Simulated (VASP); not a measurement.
The system is C.

```xyz
2
Lattice="0.0000 1.7834 1.7834 1.7834 0.0000 1.7834 1.7834 1.7834 0.0000" Properties=species:S:1:pos:R:3 pbc="T T T"
C     2.6751    2.6751    2.6751
C     1.7834    1.7834    1.7834
```

This isn't the form of C at room conditions, which is graphite.

```yaml
Program: VASP 6.6.1
Task: relaxation of cell and atoms
Functional: vdW-DF2
Potentials_or_basis: VASP PAW PBE potentials, release 64 (C)
Cutoff: 600 eV
k_mesh: 13 × 13 × 13
Occupations: fermi-dirac, width 0.05 eV
Spin: no spin polarisation
```

At the start: pressure 13.4 GPa; volume 5.67 Å³/atom.

Question: How do energy, volume and symmetry change on relaxing?

Answer: Over 3 steps the energy falls by 7.5 meV/atom and the volume is 5.86 Å³/atom (+3.2 %); space group Fd-3m (No. 227, to 0.05 Å).

Step by step:
```
step  energy change (eV)  largest force (eV/Å)  pressure (GPa)  volume (Å³)
   1              0.0000                0.0000           13.44        11.34
   2              0.0038                0.0000          -13.49        12.14
   3             -0.0149                0.0000           -0.08        11.71
```

Final structure:
```
C
1.0
     0.00000    1.80247    1.80247
     1.80247    0.00000    1.80247
     1.80247    1.80247    0.00000
C
2
Direct
  0.75000 0.75000 0.75000
  0.50000 0.50000 0.50000
```

The cell as given is a measured one (5.67 Å³/atom); vdW-DF2 puts the equilibrium volume +3.2 % from it, thermal expansion not counted.

Caveat: the PAW data sets were made with another functional, which shifts forces and pressure a little.
